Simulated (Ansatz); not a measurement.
Runs of Ansatz 0.2.0 on TaAs. Symmetry: I4_1md, No. 109, tetragonal system. Conventional cell: a = 3.444 Å, b = 3.444 Å, c = 11.736 Å, α = 90.00°, β = 90.00°, γ = 90.00°. Ta (site symmetry 2mm) is surrounded by 6 As at 2.61 to 2.62 Å. Around As (site symmetry 2mm) lie 6 Ta at 2.61 to 2.62 Å. The cell is a database's computed one.

```csv
level,U,hubbard projectors,double counting,gap on the mesh (eV),pressure (GPa),largest force (eV/Å)
LDA,-,-,-,none,-7.5,0.02
LDA+U,Ta d U = 6 eV,ortho-atomic (the default),fll (the default),none,-3.9,0.03
LDA+U,Ta d U = 2 eV,ortho-atomic (the default),fll (the default),none,-6.5,0.01
LDA+U,Ta d U = 3 eV,ortho-atomic (the default),fll (the default),none,-6.0,0.01
LDA+U,Ta d U = 4 eV,ortho-atomic (the default),fll (the default),none,(a),0.01
LDA+U,Ta d U = 1 eV,ortho-atomic (the default),fll (the default),none,-7.1,0.02
LDA+U,Ta d U = 5 eV,ortho-atomic (the default),fll (the default),none,(b),-
```

Alike in all rows: task band structure; potentials or basis Ansatz PAW; no spin polarisation; cell as given; k mesh 11 × 11 × 11; cutoff (eV) 420; smearing fermi-dirac 0.05 eV.

Q: Fill in the values left out.

A: (a) -5.4; (b) -4.7.

Caveats: spin-orbit coupling is left out, which moves the levels of the heavy elements; the PAW data sets come from PBE, with cores solved anew for the run's functional, which leaves a small shift of forces and pressure; U without spin polarisation on a metal has little footing (some runs); the U is typed as a test and isn't derived for this compound (some runs).

A k mesh can miss the band edges, and the runs leave out spin-orbit coupling on As, Ta.

A gap of «none» marks a metal or a gap under the smearing width.
